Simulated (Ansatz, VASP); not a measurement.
**GaP in two plane-wave programs**

Aim: how closely do two programs agree when they are given the same cell, functional and k mesh? The cell is taken from a series of runs on this material, whose earlier steps may have relaxed, scaled, displaced or heated it; both programs get it as it stands.

Program: Ansatz 0.2.0. Level of theory: plane waves, with VASP 6.6.1 beside it; dielectric response at r2SCAN. Results are calculated unless marked as measured.

## (1) The starting structure

The structure is cubic, space group F-43m (No. 216). The conventional cell has a = 5.451 Å, b = 5.451 Å, c = 5.451 Å, α = 90.00°, β = 90.00°, γ = 90.00°. Ga has 4 P at 2.36 Å nearest. P has 4 Ga at 2.36 Å nearest. Farther neighbours are not listed.

Coordinates:

```
Ga P
1.0
     0.00000    2.72525    2.72525
     2.72525    0.00000    2.72525
     2.72525    2.72525    0.00000
Ga P
1 1
Direct
  0.00000 0.00000 0.00000
  0.75000 0.75000 0.75000
```

## (2) VASP: dielectric response, r2SCAN

The response to a field tests empty states and converges slowly with the mesh.

Lines of VASP's logs that name or quote its potential files are left out, and so is its time.

Input file INCAR:

```
SYSTEM = GaP
PREC = Accurate
ENCUT = 440
EDIFF = 1E-08
NELM = 120
ISMEAR = 0
SIGMA = 0.01
LREAL = .FALSE.
ALGO = Normal
METAGGA = R2SCAN
LASPH = .TRUE.
NBANDS = 15
LORBIT = 11
LWAVE = .FALSE.
LCHARG = .FALSE.
ISIF = 2
LCALCEPS = .TRUE.
LPEAD = .TRUE.
GGA_COMPAT = .FALSE.
EFERMI = MIDGAP
LMIXTAU = .TRUE.
KPAR = 2
```

Input file POSCAR:

```
GaP
1.0
    0.0000000000      2.7252500000      2.7252500000
    2.7252500000      0.0000000000      2.7252500000
    2.7252500000      2.7252500000      0.0000000000
Ga P
1 1
Direct
    0.0000000000      0.0000000000      0.0000000000
    0.7500000000      0.7500000000      0.7500000000
```

Input file KPOINTS:

```
Automatic mesh
0
Gamma
7 7 7
0 0 0
```

PAW data sets: Ga_d and P (PBE family, release 64).

The run is started by

```console
$ mpirun -np 2 vasp_std
```

Numbers of over 12 decimals in the logs are rounded to 6 here.

The log of the run:

```text
[banner, memory and clock lines left out]
running    2 mpi-ranks, on    1 nodes
 distrk:  each k-point on    1 cores,    2 groups
 distr:  one band on    1 cores,    1 groups

 POSCAR found type information on POSCAR GaP
 POSCAR found :  2 types and       2 ions
|                                                                             |
|               ----> ADVICE to this user running VASP <----                  |
|                                                                             |
|     You enforced a specific xc type in the INCAR file but a different       |
|     [... a line on the potential file left out ...]
|     I HOPE YOU KNOW WHAT YOU ARE DOING!                                     |
|                                                                             |

 LDA part: xc-table for (None), standard interpolation
 POSCAR, INCAR and KPOINTS ok, starting setup
 FFT: planning ... GRIDC
 FFT: planning ... GRID_SOFT
 FFT: planning ... GRID
 WAVECAR not read
 entering main loop
       N       E                     dE             d eps       ncg     rms          rms(c)
DAV:   1     0.620554200736E+02    0.62055E+02   -0.87434E+03   616   0.161E+03
DAV:   2    -0.178772378074E+02   -0.79933E+02   -0.76467E+02   656   0.296E+02
DAV:   3    -0.236418463350E+02   -0.57646E+01   -0.57395E+01   740   0.675E+01
DAV:   4    -0.237352194922E+02   -0.93373E-01   -0.93349E-01   726   0.910E+00
DAV:   5    -0.237370950527E+02   -0.18756E-02   -0.18755E-02   790   0.118E+00    0.483E+00
DAV:   6    -0.214173648960E+02    0.23197E+01   -0.62674E-01   760   0.164E+01    0.319E+00
DAV:   7    -0.215813564307E+02   -0.16399E+00   -0.37522E-01   733   0.669E+00    0.149E+00
DAV:   8    -0.214341609697E+02    0.14720E+00   -0.11155E-01   621   0.408E+00    0.101E+00
DAV:   9    -0.214370628482E+02   -0.29019E-02   -0.18916E-01   607   0.408E+00    0.261E-01
DAV:  10    -0.214519752603E+02   -0.14912E-01   -0.14961E-01   607   0.348E+00    0.120E-01
DAV:  11    -0.214577511789E+02   -0.57759E-02   -0.59408E-03   712   0.562E-01    0.508E-02
DAV:  12    -0.214570285332E+02    0.72265E-03   -0.47716E-04   733   0.180E-01    0.620E-02
DAV:  13    -0.214581226534E+02   -0.10941E-02   -0.82381E-04   614   0.297E-01    0.232E-02
DAV:  14    -0.214581420874E+02   -0.19434E-04   -0.26582E-05   817   0.434E-02    0.289E-02
[...]
DAV:  18    -0.214581591762E+02    0.13734E-05   -0.43303E-07   642   0.726E-03    0.725E-04
DAV:  19    -0.214581591906E+02   -0.14335E-07   -0.10534E-07   684   0.402E-03    0.780E-04
DAV:  20    -0.214581593119E+02   -0.12132E-06   -0.18295E-08   638   0.143E-03    0.149E-04
DAV:  21    -0.214581594137E+02   -0.10184E-06   -0.70359E-09   510   0.801E-04    0.101E-04
DAV:  22    -0.214581593412E+02    0.72512E-07   -0.18884E-09   363   0.461E-04    0.338E-05
DAV:  23    -0.214581593621E+02   -0.20866E-07   -0.76685E-10   328   0.257E-04    0.108E-05
DAV:  24    -0.214581593514E+02    0.10719E-07   -0.55757E-11   321   0.807E-05    0.874E-06
DAV:  25    -0.214581593515E+02   -0.10914E-09   -0.25580E-11   321   0.473E-05
|                                                                             |
|           W    W    AA    RRRRR   N    N  II  N    N   GGGG   !!!           |
|           W    W   A  A   R    R  NN   N  II  NN   N  G    G  !!!           |
|           W    W  A    A  R    R  N N  N  II  N N  N  G       !!!           |
|           W WW W  AAAAAA  RRRRR   N  N N  II  N  N N  G  GGG   !            |
|           WW  WW  A    A  R   R   N   NN  II  N   NN  G    G                |
|           W    W  A    A  R    R  N    N  II  N    N   GGGG   !!!           |
|                                                                             |
|     One or more components of EFIELD_PEAD are too large for comfort. In     |
|     all probability, you are too near to the onset of Zener tunneling.      |
|                                                                             |
|          e |E dot A_1| =  0.00000 > 1/10, E_g/N_1 =  0.02642                |
|          e |E dot A_2| =  0.02725 > 1/10, E_g/N_2 =  0.02642                |
|          e |E dot A_3| =  0.02725 > 1/10, E_g/N_3 =  0.02642                |
|                                                                             |
|     Possible SOLUTIONS:                                                     |
|      ) Choose a smaller electric field.                                     |
|      ) Use a less dense grid of k-points.                                   |
[...]
DMP:   3    -0.214581593573E+02    0.71850E-09   -0.25358E-11  1500   0.567E-11   0.175E-11
 final diagonalization occupied
 p_tot=( -0.682E+01 -0.682E+01 -0.682E+01 )
       N       E                     dE             d eps       ncg     rms          rms(c)
 p_tot=( -0.682E+01 -0.682E+01 -0.682E+01 )
dp_tot=(  0.000E+00  0.000E+00  0.000E+00 )  diag[e(oo)]=(    ---    1.00000    ---   )
SDA:   1    -0.214580609643E+02    0.98394E-04   -0.46051E-04  1500   0.115E-03   0.000E+00
 p_tot=( -0.682E+01 -0.682E+01 -0.682E+01 )
dp_tot=(  0.444E-05  0.461E-02  0.449E-05 )  diag[e(oo)]=(    ---    3.05852    ---   )
DMP:   2    -0.214580980433E+02   -0.37079E-04   -0.34239E-04  1500   0.492E-04   0.701E-04
 p_tot=( -0.682E+01 -0.681E+01 -0.682E+01 )
[...]
dp_tot=(  0.168E-04  0.182E-01  0.167E-04 )  diag[e(oo)]=(    ---    9.14781    ---   )
DMP:  14    -0.214581518411E+02   -0.18531E-07   -0.13806E-07  1500   0.183E-07   0.312E-07
 p_tot=( -0.682E+01 -0.680E+01 -0.682E+01 )
dp_tot=(  0.167E-04  0.182E-01  0.167E-04 )  diag[e(oo)]=(    ---    9.14048    ---   )
DMP:  15    -0.214581518517E+02   -0.10556E-07   -0.76417E-08  1500   0.100E-07   0.175E-07
 p_tot=( -0.682E+01 -0.680E+01 -0.682E+01 )
dp_tot=(  0.167E-04  0.182E-01  0.167E-04 )  diag[e(oo)]=(    ---    9.13545    ---   )
DMP:  16    -0.214581518576E+02   -0.59795E-08   -0.41062E-08  1500   0.512E-08   0.990E-08
 final diagonalization full
 p_tot=( -0.682E+01 -0.680E+01 -0.682E+01 )
dp_tot=(  0.167E-04  0.182E-01  0.167E-04 )  diag[e(oo)]=(    ---    9.13208    ---   )
|                                                                             |
|           W    W    AA    RRRRR   N    N  II  N    N   GGGG   !!!           |
|           W    W   A  A   R    R  NN   N  II  NN   N  G    G  !!!           |
|           W    W  A    A  R    R  N N  N  II  N N  N  G       !!!           |
|           W WW W  AAAAAA  RRRRR   N  N N  II  N  N N  G  GGG   !            |
|           WW  WW  A    A  R   R   N   NN  II  N   NN  G    G                |
|           W    W  A    A  R    R  N    N  II  N    N   GGGG   !!!           |
|                                                                             |
|     One or more components of EFIELD_PEAD are too large for comfort. In     |
|     all probability, you are too near to the onset of Zener tunneling.      |
|                                                                             |
|          e |E dot A_1| =  0.02725 > 1/10, E_g/N_1 =  0.02642                |
|          e |E dot A_2| =  0.02725 > 1/10, E_g/N_2 =  0.02642                |
|          e |E dot A_3| =  0.00000 > 1/10, E_g/N_3 =  0.02642                |
|                                                                             |
|     Possible SOLUTIONS:                                                     |
|      ) Choose a smaller electric field.                                     |
|      ) Use a less dense grid of k-points.                                   |
|                                                                             |

       N       E                     dE             d eps       ncg     rms          rms(c)
SDA:   1    -0.214581593069E+02   -0.74552E-05   -0.15420E-10  1500   0.385E-10   0.000E+00
DMP:   2    -0.214581593107E+02   -0.37744E-08   -0.26205E-11  1500   0.996E-11  -0.891E-11
 final diagonalization occupied
 p_tot=( -0.682E+01 -0.682E+01 -0.682E+01 )
       N       E                     dE             d eps       ncg     rms          rms(c)
 p_tot=( -0.682E+01 -0.682E+01 -0.682E+01 )
dp_tot=(  0.000E+00  0.000E+00  0.000E+00 )  diag[e(oo)]=(    ---      ---    1.00000 )
SDA:   1    -0.214580609707E+02    0.98336E-04   -0.46051E-04  1500   0.115E-03   0.000E+00
 p_tot=( -0.682E+01 -0.682E+01 -0.682E+01 )
dp_tot=(  0.424E-05  0.426E-05  0.461E-02 )  diag[e(oo)]=(    ---      ---    3.05852 )
DMP:   2    -0.214580979962E+02   -0.37026E-04   -0.34239E-04  1500   0.492E-04   0.701E-04
 p_tot=( -0.682E+01 -0.682E+01 -0.681E+01 )
dp_tot=(  0.979E-05  0.982E-05  0.980E-02 )  diag[e(oo)]=(    ---      ---    5.38149 )
DMP:   3    -0.214581229511E+02   -0.24955E-04   -0.17028E-04  1500   0.222E-04   0.392E-04
 p_tot=( -0.682E+01 -0.682E+01 -0.681E+01 )
dp_tot=(  0.139E-04  0.140E-04  0.135E-01 )  diag[e(oo)]=(    ---      ---    7.04940 )
DMP:   4    -0.214581357017E+02   -0.12751E-04   -0.10111E-04  1500   0.143E-04   0.212E-04
 p_tot=( -0.682E+01 -0.682E+01 -0.681E+01 )
dp_tot=(  0.160E-04  0.161E-04  0.156E-01 )  diag[e(oo)]=(    ---      ---    7.96526 )
DMP:   5    -0.214581435497E+02   -0.78480E-05   -0.58206E-05  1500   0.729E-05   0.140E-04
 p_tot=( -0.682E+01 -0.682E+01 -0.681E+01 )
dp_tot=(  0.166E-04  0.167E-04  0.166E-01 )  diag[e(oo)]=(    ---      ---    8.40713 )
DMP:   6    -0.214581479181E+02   -0.43685E-05   -0.27892E-05  1500   0.318E-05   0.730E-05
 p_tot=( -0.682E+01 -0.682E+01 -0.681E+01 )
dp_tot=(  0.167E-04  0.167E-04  0.171E-01 )  diag[e(oo)]=(    ---      ---    8.65162 )
DMP:   7    -0.214581499494E+02   -0.20312E-05   -0.12925E-05  1500   0.158E-05   0.318E-05
 p_tot=( -0.682E+01 -0.682E+01 -0.681E+01 )
dp_tot=(  0.168E-04  0.168E-04  0.175E-01 )  diag[e(oo)]=(    ---      ---    8.83517 )
DMP:   8    -0.214581508912E+02   -0.94180E-06   -0.64416E-06  1500   0.845E-06   0.147E-05
 p_tot=( -0.682E+01 -0.682E+01 -0.681E+01 )
dp_tot=(  0.169E-04  0.169E-04  0.179E-01 )  diag[e(oo)]=(    ---      ---    8.98364 )
DMP:   9    -0.214581513587E+02   -0.46756E-06   -0.31540E-06  1500   0.413E-06   0.723E-06
 p_tot=( -0.682E+01 -0.682E+01 -0.680E+01 )
dp_tot=(  0.170E-04  0.170E-04  0.181E-01 )  diag[e(oo)]=(    ---      ---    9.08616 )
DMP:  10    -0.214581515814E+02   -0.22264E-06   -0.14951E-06  1500   0.204E-06   0.327E-06
 p_tot=( -0.682E+01 -0.682E+01 -0.680E+01 )
dp_tot=(  0.170E-04  0.170E-04  0.182E-01 )  diag[e(oo)]=(    ---      ---    9.14005 )
DMP:  11    -0.214581516860E+02   -0.10468E-06   -0.78419E-07  1500   0.116E-06   0.154E-06
 p_tot=( -0.682E+01 -0.682E+01 -0.680E+01 )
dp_tot=(  0.169E-04  0.169E-04  0.182E-01 )  diag[e(oo)]=(    ---      ---    9.15756 )
DMP:  12    -0.214581517429E+02   -0.56844E-07   -0.45598E-07  1500   0.665E-07   0.913E-07
 p_tot=( -0.682E+01 -0.682E+01 -0.680E+01 )
dp_tot=(  0.168E-04  0.168E-04  0.182E-01 )  diag[e(oo)]=(    ---      ---    9.15576 )
DMP:  13    -0.214581517762E+02   -0.33303E-07   -0.25426E-07  1500   0.346E-07   0.557E-07
 p_tot=( -0.682E+01 -0.682E+01 -0.680E+01 )
dp_tot=(  0.167E-04  0.167E-04  0.182E-01 )  diag[e(oo)]=(    ---      ---    9.14784 )
DMP:  14    -0.214581517948E+02   -0.18591E-07   -0.13806E-07  1500   0.183E-07   0.312E-07
 p_tot=( -0.682E+01 -0.682E+01 -0.680E+01 )
dp_tot=(  0.167E-04  0.167E-04  0.182E-01 )  diag[e(oo)]=(    ---      ---    9.14050 )
DMP:  15    -0.214581518053E+02   -0.10516E-07   -0.76418E-08  1500   0.100E-07   0.175E-07
 p_tot=( -0.682E+01 -0.682E+01 -0.680E+01 )
dp_tot=(  0.166E-04  0.167E-04  0.182E-01 )  diag[e(oo)]=(    ---      ---    9.13547 )
DMP:  16    -0.214581518113E+02   -0.60550E-08   -0.41062E-08  1500   0.512E-08   0.990E-08
 final diagonalization full
 p_tot=( -0.682E+01 -0.682E+01 -0.680E+01 )
dp_tot=(  0.166E-04  0.167E-04  0.182E-01 )  diag[e(oo)]=(    ---      ---    9.13211 )
   1 F= -.21458152E+02 E0= -.21458152E+02  d E =0.000000E+00
```

OUTCAR, selected parts (step 2):

```text
ion  position               nearest neighbor table
   1  0.000  0.000  0.000-   2 2.36   2 2.36   2 2.36   2 2.36
   2  0.750  0.750  0.750-   1 2.36   1 2.36   1 2.36   1 2.36

  LATTYP: Found a face centered cubic cell.
 ALAT       =     5.4505000000

 Subroutine GETGRP returns: Found 24 space group operations
 (whereof 24 operations were pure point group operations)

The static configuration has the point symmetry T_d .

 Found     20 irreducible k-points:

   k-points           NKPTS =     20   k-points in BZ     NKDIM =     20   number of bands    NBANDS=     15

   dimension x,y,z NGX =    28 NGY =   28 NGZ =   28
   dimension x,y,z NGXF=    56 NGYF=   56 NGZF=   56

   ENCUT  =  440.0 eV  32.34 Ry    5.69 a.u.   6.59  6.59  6.59*2*pi/ulx,y,z

   NELECT =      18.0000    total number of electrons

 k-points in reciprocal lattice and weights: Automatic mesh
   0.00000000  0.00000000  0.00000000       0.003
   0.14285714  0.00000000  0.00000000       0.023
   0.28571429  0.00000000  0.00000000       0.023
   0.42857143  0.00000000  0.00000000       0.023
   0.14285714  0.14285714  0.00000000       0.017
   0.28571429  0.14285714  0.00000000       0.070
   0.42857143  0.14285714  0.00000000       0.070
  -0.42857143  0.14285714  0.00000000       0.070
  -0.28571429  0.14285714  0.00000000       0.070
[...]
-0.42857143  0.42857143  0.14285714       0.070
  -0.28571429  0.42857143  0.14285714       0.070

 average (electrostatic) potential at core
       1 -70.1849       2 -86.4489

            Ionic dipole moment: p[ion]=(    -6.81312    -6.81312    -6.81312 ) |e| Angst

 Total electronic dipole moment: p[elc]=(    -0.00982    -0.00982     0.00836 ) |e| Angst

 MACROSCOPIC STATIC DIELECTRIC TENSOR (including local field effects)
 ------------------------------------------------------
           9.132083    -0.000000    -0.000000
           0.000000     9.132083     0.000000
          -0.000000     0.000000     9.132083
 ------------------------------------------------------

 PIEZOELECTRIC TENSOR (including local field effects) (C/m^2)
          XX          YY          ZZ          XY          YZ          ZX
  --------------------------------------------------------------------------------
  x     0.00000     0.00000     0.00000    -0.00000     0.78991     0.00000
  y     0.00000     0.00000     0.00000     0.00000    -0.00000     0.78991
  z     0.00000     0.00000     0.00000     0.78991    -0.00000    -0.00000

 BORN EFFECTIVE CHARGES (including local field effects) (in |e|, cummulative output)
 ---------------------------------------------------------------------------------
 ion    1
    1     2.16018    -0.00000    -0.00000
    2     0.00000     2.16018     0.00000
    3    -0.00000     0.00000     2.16018
 ion    2
    1    -2.16018     0.00000     0.00000
    2     0.00000    -2.16018     0.00000
    3     0.00000    -0.00000    -2.16018

  Total       -0.0312534     -0.0312534     -0.0312534      0.0000000      0.0000000      0.0000000
  in kB       -1.2369685     -1.2369685     -1.2369685      0.0000000      0.0000000      0.0000000
  external PRESSURE =      -1.2369685 kB  Pullay stress =       0.0000000 kB

  energy-cutoff  :      440.00
  volume of cell :       40.48
      direct lattice vectors                 reciprocal lattice vectors
     0.000000000  2.725250000  2.725250000    -0.183469406  0.183469406  0.183469406
     2.725250000  0.000000000  2.725250000     0.183469406 -0.183469406  0.183469406
     2.725250000  2.725250000  0.000000000     0.183469406  0.183469406 -0.183469406

 POSITION                                       TOTAL-FORCE (eV/Angst)
 -----------------------------------------------------------------------------------
      0.00000      0.00000      0.00000         0.000000      0.000000     -0.000000
      4.08788      4.08788      4.08788        -0.000000     -0.000000      0.000000
 -----------------------------------------------------------------------------------
    total drift:                                0.000003      0.000003      0.000003
```

The log warns that the applied field is near the limit of Zener tunnelling for this mesh, so the response is less certain.

(Part 1 of 2 ends here.)

[Lines on the potential files, build, host, timing and source positions are cut from VASP's logs without a mark.]

[Logs are printed without paths, hosts, clocks, repeated set-up lines and the standing remarks that a program may print on its own settings, such as how far it seeks lower states.]

[Hosts, paths, dates, database ids (printed as entryN), source tags and the programs' standing remarks are cut or masked in the printed files.]
